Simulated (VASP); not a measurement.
# CdSe (Cadmoselite) (P6_3mc) in VASP: single point with r2SCAN50

Aim: the single point of CdSe (Cadmoselite) with r2SCAN50.

All numbers are computed with VASP 6.6.1; they aren't measurements. Logs are shortened: lines on timing, memory, paths and dates and some standing lists are left out, and cuts for length are marked.

## Step 1: The structure

The structure is hexagonal, space group P6_3mc (No. 186). Conventional cell: a = 4.318 Å, b = 4.318 Å, c = 7.008 Å, α = 90.00°, β = 90.00°, γ = 120.00°. Cd (site symmetry 3m) is surrounded by 4 Se at 2.64 Å. Se (site symmetry 3m) has 4 Cd at 2.64 Å as nearest neighbours.

## Step 2: Single point, r2SCAN50

POSCAR reads:

```
CdSe
1.0
    4.3176026053      0.0000000000      0.0000000000
   -2.1588013027      3.7391535397      0.0000000000
    0.0000000000      0.0000000000      7.0079604702
Cd Se
2 2
Direct
    0.6666666667      0.3333333333      0.5041076940
    0.3333333333      0.6666666667      0.0041076940
    0.6666666667      0.3333333333      0.8808923060
    0.3333333333      0.6666666667      0.3808923060
```

INCAR.step1 reads:

```
SYSTEM = CdSe
PREC = Accurate ; ENCUT = 520
EDIFF = 1E-5 ; ISMEAR = -1
SIGMA = 0.05 ; LREAL = .False.
LASPH = .True. ; NELM = 100
ALGO = Normal ; ISIF = 2
LWAVE = .True. ; GGA = PE
NBANDS = 26
```

INCAR.step2 reads:

```
SYSTEM = CdSe
PREC = Accurate ; ENCUT = 520
EDIFF = 1E-7 ; ISMEAR = -1
SIGMA = 0.05 ; LREAL = .False.
LASPH = .True. ; NELM = 100
ALGO = Normal ; ISIF = 2
LWAVE = .False. ; LCHARG = .True.
METAGGA = R2SCAN ; LHFCALC = .True.
AEXX = 0.5 ; LMIXTAU = .True.
PRECFOCK = Normal ; HFRCUT = -1
LELF = .True. ; LVHAR = .True.
ISTART = 1 ; NBANDS = 26
```

KPOINTS reads:

```
Automatic mesh
0
Gamma
  4 4 2
  0 0 0
```

Potentials or basis: VASP PAW PBE potentials, release 64 (Cd, Se).

Run with:

```console
$ cat potpaw_PBE.64/Cd/POTCAR potpaw_PBE.64/Se/POTCAR > POTCAR
$ cp INCAR.step1 INCAR
$ mpirun -np 1 vasp_std > vasp.out
$ cp INCAR.step2 INCAR
$ mpirun -np 1 vasp_std > vasp.out
```

OUTCAR:

```text
SYSTEM = CdSe
   PREC = Accurate
   ENCUT = 520
   EDIFF = 1E-7
   ISMEAR = -1
   LREAL = .False.
   LASPH = .True.
   NELM = 100
   ISIF = 2
   METAGGA = R2SCAN
   LHFCALC = .True.
   AEXX = 0.5
   PRECFOCK = Normal
   ISTART = 1

 ion  position               nearest neighbor table
   1  0.667  0.333  0.504-   4 2.64   4 2.64   4 2.64   3 2.64
   2  0.333  0.667  0.004-   3 2.64   3 2.64   3 2.64   4 2.64
   3  0.667  0.333  0.881-   2 2.64   2 2.64   2 2.64   1 2.64
   4  0.333  0.667  0.381-   1 2.64   1 2.64   1 2.64   2 2.64

  LATTYP: Found a hexagonal cell.
 ALAT       =     4.3176026053
 C/A-ratio  =     1.6231138228

  Lattice vectors:

 A1 = (   4.3176026053,   0.0000000000,   0.0000000000)
 A2 = (  -2.1588013027,   3.7391535397,   0.0000000000)
 A3 = (   0.0000000000,   0.0000000000,   7.0079604702)

Analysis of symmetry for initial positions (statically):
=====================================================================
 Subroutine PRICEL returns:
 Original cell was already a primitive cell.

 Routine SETGRP: Setting up the symmetry group for a
 hexagonal supercell.

 Subroutine GETGRP returns: Found 12 space group operations
 (whereof  6 operations were pure point group operations)
 out of a pool of 24 trial point group operations.

The static configuration has the point symmetry C_3v.
 The point group associated with its full space group is C_6v.

Analysis of symmetry for dynamics (positions and initial velocities):
=====================================================================
 Subroutine PRICEL returns:
 Original cell was already a primitive cell.

 Routine SETGRP: Setting up the symmetry group for a
 hexagonal supercell.

 Subroutine GETGRP returns: Found 12 space group operations
 (whereof  6 operations were pure point group operations)
 out of a pool of 24 trial point group operations.

The dynamic configuration has the point symmetry C_3v.
 The point group associated with its full space group is C_6v.

 Subroutine INISYM returns: Found 12 space group operations
 (whereof  6 operations are pure point group operations),
 and found     1 'primitive' translations

----------------------------------------------------------------------------------------

                                     Primitive cell

  volume of cell :     113.1378

  direct lattice vectors                    reciprocal lattice vectors
     4.317602605  0.000000000  0.000000000     0.231610014  0.133720104  0.000000000
    -2.158801303  3.739153540  0.000000000     0.000000000  0.267440208  0.000000000
     0.000000000  0.000000000  7.007960470     0.000000000  0.000000000  0.142694869

  length of vectors
     4.317602605  4.317602605  7.007960470     0.267440208  0.267440208  0.142694869

  position of ions in fractional coordinates (direct lattice)
     0.666666667  0.333333333  0.504107694
     0.333333333  0.666666667  0.004107694
     0.666666667  0.333333333  0.880892306
     0.333333333  0.666666667  0.380892306

  ion indices of the primitive-cell ions
   primitive index   ion index
                 1           1
                 2           2
                 3           3
                 4           4

----------------------------------------------------------------------------------------

 KPOINTS: Automatic mesh

Automatic generation of k-mesh.
 Grid dimensions read from file:
 generate k-points for:    4    4    2

 Generating k-lattice:

  Cartesian coordinates                     Fractional coordinates (reciprocal lattice)
     0.057902504  0.033430026  0.000000000     0.250000000 -0.000000000  0.000000000
     0.000000000  0.066860052  0.000000000     0.000000000  0.250000000  0.000000000
     0.000000000  0.000000000  0.071347434     0.000000000  0.000000000  0.500000000

  Length of vectors
     0.066860052  0.066860052  0.071347434

  Shift w.r.t. Gamma in fractional coordinates (k-lattice)
     0.000000000  0.000000000  0.000000000

 Subroutine IBZKPT returns following result:
 ===========================================

 Found      8 irreducible k-points:

 Following reciprocal coordinates:
            Coordinates               Weight
  0.000000  0.000000  0.000000      1.000000
  0.250000 -0.000000  0.000000      6.000000
  0.500000 -0.000000  0.000000      3.000000
  0.250000  0.250000  0.000000      6.000000
  0.000000  0.000000  0.500000      1.000000
  0.250000 -0.000000  0.500000      6.000000
  0.500000 -0.000000  0.500000      3.000000
  0.250000  0.250000  0.500000      6.000000
   k-points           NKPTS =      8   k-points in BZ     NKDIM =     32   number of bands    NBANDS=     26
   number of dos      NEDOS =    301   number of ions     NIONS =      4
   total plane-waves  NPLWV =  55296
   dimension x,y,z NGX =    32 NGY =   32 NGZ =   54
   dimension x,y,z NGXF=    64 NGYF=   64 NGZF=  108
   ions per type =               2   2
   NGX,Y,Z   is equivalent  to a cutoff of  12.32, 12.32, 12.81 a.u.
   NGXF,Y,Z  is equivalent  to a cutoff of  24.64, 24.64, 25.62 a.u.
 SYSTEM =  CdSe
   PREC   = accura    normal or accurate (medium, high low for compatibility)
   ISTART =      1    job   : 0-new  1-cont  2-samecut
   ICHARG =      0    charge: 1-file 2-atom 10-const
   ISPIN  =      1    spin polarized calculation?
   LNONCOLLINEAR =      F non collinear calculations
   LSORBIT =      F    spin-orbit coupling
   LASPH  =      T    aspherical Exc in radial PAW
   ENCUT  =  520.0 eV  38.22 Ry    6.18 a.u.   8.03  8.03 13.03*2*pi/ulx,y,z
   NELM   =    100;   NELMIN=  2; NELMDL=  0     # of ELM steps
   EDIFF  = 0.1E-06   stopping-criterion for ELM
   LREAL  =      F    real-space projection
   EDIFFG = 0.1E-05   stopping-criterion for IOM
   NSW    =      0    number of steps for IOM
   IBRION =     -1    ionic relax: 0-MD 1-quasi-New 2-CG
   NFREE  =      0    steps in history (QN), initial steepest desc. (CG)
   ISIF   =      2    stress and relaxation
   ISYM   =      3    0-nonsym 1-usesym 2-fastsym
   POTIM  = 0.5000    time-step for ionic-motion
   TEBEG  =    0.0;   TEEND  =   0.0 temperature during run
   PSTRESS=    0.0 pullay stress
   NELECT =      36.0000    total number of electrons
   NUPDOWN=      -1.0000    fix difference up-down
   EMIN   =  10.00;   EMAX   =-10.00  energy-range for DOS
   EFERMI =   0.00;   METHOD = LEGACY
   ISMEAR =    -1;   SIGMA  =   0.05  broadening in eV -4-tet -1-fermi 0-gaus
   EFERMI_NEDOS =   21; number of points for ismear=-14 and -15
   IALGO  =     38    algorithm
   IMIX   =      1    mixing-type and parameters
     AMIX     =   0.40;   BMIX     =  1.00
     AMIX_MAG =   1.60;   BMIX_MAG =  1.00
  volume/ion in A,a.u.               =      28.28       190.87
  Fermi-wavevector in a.u.,A,eV,Ry     =   1.117652  2.112055 16.995652  1.249145
  Thomas-Fermi vector in A             =   2.254276
   LORBIT       =      0    0 simple, 1 ext, 2 COOP (PROOUT), +10 PAW based schemes
   METAGGA = R2SCAN    functional components
   LHFCALC =     T    Hartree Fock is set to
   PRECFOCK=normal    Normal, Fast or Accurate (Low or Medium for compatibility)
   ENCUT4O =  -1.0   cutoff for four orbital integrals eV
   NKREDX  =     1    reduce k-point grid by
   NKREDY  =     1    reduce k-point grid by
   NKREDZ  =     1    reduce k-point grid by
   AEXX    =    0.5000 exact exchange contribution
   HFSCREEN=    0.0000 screening length (either q_TF or 0.3 A-1)
   HFSCREENC=   0.0000 screening length for correlation (either q_TF or 0.3 A-1)
   ENCUTFOCK=  -1.0 apply spherical cutoff to Coloumb kernel
   IVDW    =     0    specifies the selected vdW correction
   LEPSILON=     F    determine dielectric tensor
   LRPA    =     F    only Hartree local field effects (RPA)
 non-spin polarized calculation
  energy-cutoff  :      520.00
  volume of cell :      113.14
 maximum number of plane-waves:      3066
  NGX = 28; NGY = 28; NGZ = 40

 number of electron      35.9999992 magnetization

 Free energy of the ion-electron system (eV)
  ---------------------------------------------------
  ext. energy  EPLUGINS =         0.00000000
  ---------------------------------------------------
  free energy    TOTEN  =       -50.03650743 eV

  energy without entropy =      -50.03650743  energy(sigma->0) =      -50.03650743

 E-fermi :  -0.0569     XC(G=0):  -5.3057

 val. band max:       -1.1377419652   @ k =   0.0000   0.0000   0.0000
 cond. band min:       2.9234938594   @ k =   0.0000   0.0000   0.0000
 fundamental gap:      4.0612358246
 Fermi energy:        -0.0568913903

 k-point     1 :       0.0000    0.0000    0.0000
  band No.  band energies     occupation
      1     -16.1776      2.00000
      2     -15.7409      2.00000
      3     -11.6663      2.00000
      4     -11.6583      2.00000
      5     -11.6583      2.00000
      6     -11.5910      2.00000
[... 18 lines left out ...]
     25       9.7358      0.00000
     26      10.3273      0.00000

 k-point     2 :       0.2500   -0.0000    0.0000
  band No.  band energies     occupation
      1     -15.9629      2.00000
      2     -15.6494      2.00000
      3     -11.6172      2.00000
      4     -11.6063      2.00000
      5     -11.5204      2.00000
      6     -11.5161      2.00000
[... 18 lines left out ...]
     25      10.1667      0.00000
     26      10.6280      0.00000

 k-point     3 :       0.5000   -0.0000    0.0000
  band No.  band energies     occupation
      1     -15.7450      2.00000
      2     -15.6124      2.00000
      3     -11.5780      2.00000
      4     -11.5690      2.00000
      5     -11.4440      2.00000
      6     -11.4278      2.00000
[... 18 lines left out ...]
     25      10.4768      0.00000
     26      12.4898      0.00000

 k-point     4 :       0.2500    0.2500    0.0000
  band No.  band energies     occupation
      1     -15.7355      2.00000
      2     -15.6026      2.00000
      3     -11.5895      2.00000
      4     -11.5400      2.00000
      5     -11.4675      2.00000
      6     -11.4504      2.00000
[... 18 lines left out ...]
     25      10.1447      0.00000
     26      11.6710      0.00000

 k-point     5 :       0.0000    0.0000    0.5000
  band No.  band energies     occupation
      1     -15.9444      2.00000
      2     -15.9444      2.00000
      3     -11.6298      2.00000
      4     -11.6298      2.00000
      5     -11.6298      2.00000
      6     -11.6298      2.00000
[... 18 lines left out ...]
     25       8.8036      0.00000
     26       8.8036      0.00000

 k-point     6 :       0.2500   -0.0000    0.5000
  band No.  band energies     occupation
      1     -15.7929      2.00000
      2     -15.7929      2.00000
      3     -11.5701      2.00000
      4     -11.5701      2.00000
      5     -11.5629      2.00000
      6     -11.5629      2.00000
[... 18 lines left out ...]
     25       9.9996      0.00000
     26       9.9996      0.00000

 k-point     7 :       0.5000   -0.0000    0.5000
  band No.  band energies     occupation
      1     -15.6695      2.00000
      2     -15.6695      2.00000
      3     -11.5449      2.00000
      4     -11.5449      2.00000
      5     -11.5039      2.00000
      6     -11.5039      2.00000
[... 18 lines left out ...]
     25      10.7097      0.00000
     26      10.7097      0.00000

 k-point     8 :       0.2500    0.2500    0.5000
  band No.  band energies     occupation
      1     -15.6608      2.00000
      2     -15.6608      2.00000
      3     -11.5326      2.00000
      4     -11.5326      2.00000
      5     -11.5089      2.00000
      6     -11.5089      2.00000
[... 18 lines left out ...]
     25      10.2589      0.00000
     26      10.2589      0.00000

------------------------ aborting loop because EDIFF is reached ----------------------------------------

  FORCE on cell =-STRESS in cart. coord.  units (eV):
  Direction    XX          YY          ZZ          XY          YZ          ZX
  --------------------------------------------------------------------------------------
  -------------------------------------------------------------------------------------
  Total       -0.0194267     -0.0194267     -0.2449404      0.0000000      0.0000000      0.0000000
  in kB       -0.2751078     -0.2751078     -3.4686740      0.0000000      0.0000000      0.0000000
  external PRESSURE =      -1.3396299 kB  Pullay stress =       0.0000000 kB

 VOLUME and BASIS-vectors are now :
 -----------------------------------------------------------------------------
  energy-cutoff  :      520.00
  volume of cell :      113.14
      direct lattice vectors                 reciprocal lattice vectors
     4.317602605  0.000000000  0.000000000     0.231610014  0.133720104  0.000000000
    -2.158801303  3.739153540  0.000000000     0.000000000  0.267440208  0.000000000
     0.000000000  0.000000000  7.007960470     0.000000000  0.000000000  0.142694869

 POSITION                                       TOTAL-FORCE (eV/Angst)
 -----------------------------------------------------------------------------------
      2.15880      1.24638      3.53277         0.000000      0.000000      0.002004
     -0.00000      2.49277      0.02879        -0.000000      0.000000      0.002004
      2.15880      1.24638      6.17326         0.000000      0.000000     -0.002004
     -0.00000      2.49277      2.66928         0.000000     -0.000000     -0.002004
 -----------------------------------------------------------------------------------
    total drift:                               -0.000000     -0.000000      0.002007

  FREE ENERGIE OF THE ION-ELECTRON SYSTEM (eV)
  ---------------------------------------------------
  free  energy   TOTEN  =       -50.0365074318 eV

  energy  without entropy=      -50.0365074317  energy(sigma->0) =      -50.03650743
```

It took 54 min on 1 thread of Intel Xeon Platinum 8559C (Emerald Rapids), shared host; peak memory 0.28 GiB.

What came out:

```yaml
Free_energy: -50.0365 eV
Pressure: -0.1 GPa
Band_gap_on_the_k_mesh: 4.06 eV, direct
```

Forces in eV/Å, atoms in the order of the input:
```
Cd   0.000  0.000  0.002
Cd   0.000  0.000  0.002
Se   0.000  0.000 -0.002
Se   0.000  0.000 -0.002
```

Caveat: the k mesh is coarse (spacing up to 0.45 Å⁻¹), so the values aren't converged, least of all with exact exchange; the PAW data sets were made with another functional, which shifts forces and pressure a little.
